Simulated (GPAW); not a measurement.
Runs of GPAW 26.7.0 on CoO. It takes space group Fm-3m (No. 225, cubic). The conventional cell has a = 4.263 Å, b = 4.263 Å, c = 4.263 Å, α = 90.00°, β = 90.00°, γ = 90.00°. Around Co (site symmetry m-3m) lie 6 O at 2.13 Å. Around O (site symmetry m-3m) lie 6 Co at 2.13 Å. 

```csv
task,level,potentials or basis,cell,k mesh,cutoff (eV),maxiter,optimizer,fmax,max steps,target pressure,mesh quality,gap on the mesh (eV),pressure (GPa),moment (μB)
relaxation of cell and atoms,PBEsol,"PAW data sets generated in the run's folder for this functional, pw",relaxed to 5 GPa,9 × 9 × 9,800,150,BFGS,0.02 eV/Å,60,5 GPa,not flagged,none,4.8,2.72
single point,r2SCAN,"GPAW PAW data sets (gpaw-data 1.2.1), pw",as given,9 × 9 × 9,650,120,-,-,-,-,not flagged,none,-8.3,3.00
relaxation of cell and atoms,PBEsol,"PAW data sets generated in the run's folder for this functional, pw",relaxed to 2 GPa,9 × 9 × 9,800,150,BFGS,0.02 eV/Å,60,2 GPa,not flagged,none,1.9,(a)
relaxation of cell and atoms,PBEsol,"PAW data sets generated in the run's folder for this functional, pw",relaxed to 30 GPa,9 × 9 × 9,800,150,BFGS,0.02 eV/Å,60,30 GPa,not flagged,none,30.0,1.93
hybrid scf,SCAN0,"GPAW PAW data sets (gpaw-data 1.2.1), pw",as given,4 × 4 × 4,650,40,-,-,-,-,coarse,none,-,3.00
```

Alike in all rows: spin collinear, ferromagnetic start; smearing fermi-dirac 0.05 eV.

Problem. Estimate the missing entries.

Solution. (a) 2.74.

Caveats: some runs use coarse meshes; a cell with one magnetic atom can't hold antiferromagnetic order, which such compounds often take; semilocal functionals often make such compounds metallic where correlation or magnetic order opens a gap, which also shifts bond lengths (some runs); each step starts from the last one's moments, so a moment once lost doesn't come back (some runs); later steps reuse the first step's grids (some runs); the PAW data sets were made with another functional, which shifts forces and pressure a little (some runs); the cutoff is short for stress and forces, so pressures can be off by a GPa or more (some runs).

A gap of «none» marks a metal or a gap under the smearing width.
